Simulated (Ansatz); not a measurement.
**Stationary points along a deformation path in PbSe**

Computed with DFT LDA, scalar-relativistic, plane waves, PAW (Ansatz). The runs took a 420 eV cutoff, a Γ-centred 10×10×10 mesh and Gaussian smearing (0.03 eV). Spin–orbit coupling is left out, which matters for the heavy elements here. No spin polarisation. Energies are free energies at this smearing, counted from the undisturbed cell; pressure is positive in compression.

The undisturbed cell (as given, not relaxed at this level; it stands at -2.2 GPa):

```xyz
2
Lattice="0.0000 3.0621 3.0621 3.0621 0.0000 3.0621 3.0621 3.0621 0.0000" Properties=species:S:1:pos:R:3 pbc="T T T"
Pb    0.0000    0.0000    0.0000
Se    3.0621    3.0621    3.0621
```

At fixed volume and fractional coordinates, lengths along (0.000, 0.000, 1.000) are scaled against those across it; ρ is that ratio over its starting value. V = 28.713 Å³/atom. Δσ is the stress along the axis less the mean stress across it (compression positive).

```csv
ρ,ΔE (meV/atom),Δσ (GPa),space group
0.650,1672.2,80.19,I4/mmm
0.707,1040.1,50.30,I4/mmm
0.780,531.9,34.98,I4/mmm
0.850,222.3,25.07,I4/mmm
0.920,53.2,11.18,I4/mmm
0.960,12.1,5.08,I4/mmm
1.000,0.0,0.00,Fm-3m
1.050,15.3,-5.09,I4/mmm
1.100,55.0,-9.03,I4/mmm
1.200,180.8,-14.98,I4/mmm
1.300,341.3,-18.91,I4/mmm
1.414,559.3,-24.37,I4/mmm
1.500,743.4,-28.28,I4/mmm
```

**Question.** How does the stress give the slope of the energy, and where is the energy stationary?

**Answer.** Along the path d ln(length) is 2/3 d ln ρ on the axis and −1/3 d ln ρ across it, so dE/d ln ρ = −(2/3) V Δσ: the energy falls with ρ where Δσ is positive. Δσ vanishes or changes sign at ρ = 1.000 (Fm-3m), a minimum at 0.0 meV/atom. Pairs of stationary points between two samples would go unseen, and could change a minimum read from distant neighbours into a maximum. At ρ = 1.000 the cell is cubic, where symmetry alone makes the stress isotropic and the slope zero.

**Question.** Which shear constant sets the curvature at ρ = 1?

**Answer.** For a cubic crystal E/V = (2/3) C (ln ρ)² with C = C′ = (C11 − C12)/2, so Δσ = −2C ln ρ. The parabola of Δσ against ln ρ through ρ = 0.960, 1 and 1.050 gives C ≈ 58 GPa with the ions clamped, rough because the steps are large. It is the stress–strain coefficient at this cell's pressure of -2.2 GPa, not the zero-pressure constant.

**Question.** Integrate that slope from ρ = 1 to 0.850 by the trapezoid rule.

**Answer.** With V/N in Å³ and 1 eV/Å³ = 160.2 GPa the slopes at ρ = 1.000, 0.960, 0.920, 0.850 are 0, -607, -1335, -2995 meV/atom per unit of ln ρ. The steps add 12.4 + 41.3 + 171.4 = 225.1 meV/atom, against 222.3 from the energies; the trapezoid rule misses the curvature of the slope within each step.

The gap closes along the scan, which can put kinks into the curve.